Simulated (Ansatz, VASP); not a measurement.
## One calculation of HfC, two programs

```
Hf C
1.0
     0.00000    2.30378    2.30378
     2.30378    0.00000    2.30378
     2.30378    2.30378    0.00000
Hf C
1 1
Cartesian
  2.3038 2.3038 2.3038
  0.0000 0.0000 0.0000
```

Alike in both runs: functional PBEsol; k mesh 11 × 11 × 11; no spin polarisation.

Ansatz relaxed the structure, and its values are those at the end. VASP's run is a single point on that final structure, the one shown.

|  | VASP | Ansatz |
| --- | --- | --- |
| version | VASP 6.6.1 | Ansatz 0.2.0 |
| potentials or method | VASP PAW PBE potentials, release 64 (Hf_pv, C) | plane waves, PAW |
| plane-wave cutoff (eV) | 520 | 420 |
| occupations | fermi-dirac, width 0.1 eV | fermi-dirac |
| valence electrons in the cell | 14 | 30 |

```csv
,VASP,Ansatz,Ansatz less VASP
pressure (GPa),-0.4,0.0,+0.33
```

The two sets of potentials don't hold the same shells in valence.

Caveats: the PAW data sets were made with another functional, which shifts forces and pressure a little (VASP). The runs have no spin-orbit coupling, so splittings on Hf are missing.
